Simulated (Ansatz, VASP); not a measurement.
**Two plane-wave programs on Cd**

```
Cd
1.0
     2.97887    0.00000    0.00000
    -1.48944    2.57978    0.00000
     0.00000    0.00000    5.61765
Cd
2
Direct
  0.33333 0.66667 0.25000
  0.66667 0.33333 0.75000
```

Alike in both runs: task single point; functional PBE; k mesh 6 × 6 × 4; no spin polarisation.

|  | VASP | Ansatz |
| --- | --- | --- |
| version | VASP 6.6.1 | Ansatz 0.2.0 |
| potentials or method | VASP PAW PBE potentials, release 64 (Cd) | scalar-relativistic, plane waves, PAW |
| plane-wave cutoff (eV) | 520 | 420 |
| occupations | tetrahedron | tetrahedron-uncorrected |
| valence electrons in the cell | 24 | 40 |

|  | VASP | Ansatz | Ansatz less VASP |
| --- | --- | --- | --- |
| gap on the k mesh at the Fermi level (eV) | none | none | - |
| pressure (GPa) | 4.3 | 3.9 | -0.36 |
| largest component of the traceless stress (GPa) | 1.17 | 0.99 | -0.188 |

A gap of «none» marks a metal or a gap that the smearing closes. The two sets of potentials don't hold the same shells in valence. Ansatz warned: «band_table_not_solved_further».

Caveats: the k mesh is coarse (spacing up to 0.41 Å⁻¹), so the values aren't converged.
